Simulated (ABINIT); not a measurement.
The system is Bi.

```
CELL_PARAMETERS angstrom
-1.98143 1.98143 1.98143
1.98143 -1.98143 1.98143
1.98143 1.98143 -1.98143
ATOMIC_POSITIONS crystal
Bi 0.00000 0.00000 0.00000
```

This isn't the form of Bi at room conditions, which is rhombohedral.

| Item | Value |
| --- | --- |
| Program | ABINIT 10.8.3 (patched build) |
| Task | relaxation of cell and atoms |
| Functional | LDA |
| Potentials or basis | PseudoDojo NC SR LDA v0.4.1 standard |
| Cutoff | 952 eV |
| k mesh | 7 × 7 × 7 |
| Occupations | fermi-dirac, width 0.05 eV |
| Spin | no spin polarisation |

At the start: pressure -2.3 GPa; volume 31.12 Å³/atom.

Q: Where does the relaxation end?

A: Over 4 steps the energy falls by 9.1 meV/atom and the volume is 29.90 Å³/atom (-3.9 %); space group Im-3m (No. 229, to 0.05 Å).

The path:
```
step  energy change (eV)  largest force (eV/Å)  pressure (GPa)  volume (Å³)
   1              0.0000                0.0000           -2.30        31.12
   2             -0.0029                0.0000           -1.92        30.90
   3             -0.0090                0.0000            0.12        29.84
   4             -0.0091                0.0000           -0.01        29.90
```

Final structure:
```xyz
1
Lattice="-1.9553 1.9553 1.9553 1.9553 -1.9553 1.9553 1.9553 1.9553 -1.9553" Properties=species:S:1:pos:R:3 pbc="T T T"
Bi    0.0000    0.0000    0.0000
```
